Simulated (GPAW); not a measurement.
Set up this calculation in GPAW 26.7.0, as an ASE script.

- Task: phonons
- Functional: PBE
- Potentials or basis: GPAW PAW data sets (gpaw-data 1.2.1)
- Cutoff: 510 eV
- Basis: pw
- k mesh: 6 × 6 × 2
- Occupations: fermi-dirac, width 0.05 eV
- Spin: no spin polarisation
- Maxiter: 150
- Convergence: density=1e-06 eigenstates=1e-09
- Supercell: 1 × 1 × 1
- Supercell k mesh: 6 × 6 × 2
- Displacement: 0.01
- Relaxed first: cell
- Ecut relax: 600

The structure of GaS lies in POSCAR:

```
GaS
1.0
    3.5850000000      0.0000000000      0.0000000000
   -1.7925000000      3.1047010726      0.0000000000
    0.0000000000      0.0000000000     15.5000000000
Ga S
4 4
Direct
    0.6666666667      0.3333333333      0.8300000000
    0.3333333333      0.6666666667      0.3300000000
    0.6666666667      0.3333333333      0.6700000000
    0.3333333333      0.6666666667      0.1700000000
    0.6666666667      0.3333333333      0.4000000000
    0.3333333333      0.6666666667      0.9000000000
    0.6666666667      0.3333333333      0.1000000000
    0.3333333333      0.6666666667      0.6000000000
```

These files were run (other wordings do the same):

run.py

```python
import json
import numpy as np
from ase import Atoms
from ase.constraints import FixSymmetry
from ase.filters import FrechetCellFilter
from ase.io import read, write
from ase.optimize import BFGS
from phonopy import Phonopy
from phonopy.structure.atoms import PhonopyAtoms
from gpaw import GPAW, PW

atoms = read('POSCAR')

calc = GPAW(mode=PW(600),
            xc='PBE',
            kpts={'size': (6, 6, 2), 'gamma': True},
            occupations={'name': 'fermi-dirac', 'width': 0.05},
            nbands=35,
            convergence={'density': 1e-06, 'eigenstates': 1e-09},
            maxiter=150,
            txt='gpaw.txt')
atoms.calc = calc
atoms.set_constraint(FixSymmetry(atoms))
BFGS(FrechetCellFilter(atoms), trajectory='relax.traj', logfile='-').run(fmax=0.005, steps=40)
atoms.set_constraint()
energy = atoms.get_potential_energy()
forces = atoms.get_forces()
stress = atoms.get_stress()
calc.write('gs.gpw')
write('result.traj', atoms)
print('Cell:', atoms.cell.cellpar().round(4))
print(atoms.get_scaled_positions().round(5))

def force_constants(scale):
    unit = PhonopyAtoms(symbols=atoms.get_chemical_symbols(), cell=atoms.cell[:] * scale**(1 / 3),
                        scaled_positions=atoms.get_scaled_positions())
    ph = Phonopy(unit, supercell_matrix=np.diag([1, 1, 1]), primitive_matrix=np.eye(3), symprec=1e-4)
    ph.generate_displacements(distance=0.01)
    forces = []
    for i, sc in enumerate(ph.supercells_with_displacements):
        a = Atoms(sc.symbols, cell=sc.cell, scaled_positions=sc.scaled_positions, pbc=True)
        c = GPAW(mode=PW(510),
                 xc='PBE',
                 kpts={'size': (6, 6, 2), 'gamma': True},
                 occupations={'name': 'fermi-dirac', 'width': 0.05},
                 nbands=35,
                 convergence={'density': 1e-06, 'eigenstates': 1e-09},
                 maxiter=150,
                 txt=f'disp-{scale:.3f}-{i:02d}.txt')
        a.calc = c
        f = a.get_forces()
        forces.append(f - f.mean(axis=0))
        print(f'displacement {i}: drift', f.mean(axis=0).round(5), flush=True)
    ph.forces = forces
    ph.produce_force_constants()
    ph.symmetrize_force_constants()
    return ph

qpoints = [[0.0, 0.0, 0.0]]
results = {}
for scale in [1.0]:
    ph = force_constants(scale)
    ph.run_qpoints(qpoints)
    nu = ph.qpoints.frequencies * 33.35641  # THz to cm^-1
    results[f'{scale:.3f}'] = nu.tolist()
    for qp, f in zip(qpoints, nu):
        print(scale, np.round(qp, 4), f.round(2))
json.dump(results, open('phonons.json', 'w'))
```

Potentials or basis: GPAW PAW data sets (gpaw-data 1.2.1), pw.

Launch:

```console
$ OMP_NUM_THREADS=1 python run.py
```

It gave:

```
Relaxed volume                                          : 25.24 Å³/atom
Relaxed cell                                            : a = 3.647 Å, b = 3.647 Å, c = 17.533 Å, α = 90.00°, β = 90.00°, γ = 120.00°
Space group after relaxing (to 0.05 Å)                  : P6_3/mmc (No. 194)
Pressure after relaxing                                 : 0.0 GPa
Largest force after relaxing                            : 0.004 eV/Å
Band gap on the k mesh                                  : 1.95 eV, direct
Highest phonon frequency at Γ, LO-TO splitting left out : 357 cm⁻¹
```

Caveat: the cutoff is short for stress and forces, so pressures can be off by a GPa or more; the LO-TO splitting is left out; the volume moved by over 15 % at a fixed basis, so the end points are rough; this functional lacks dispersion, which binds the layers, so the pressure and a relaxed spacing across them are unreliable, and here the layers came unbound.

It took 42 min on 1 thread of AMD EPYC 7R43 64-Core Processor (Zen 3), on a shared host, peak memory 1 GiB.
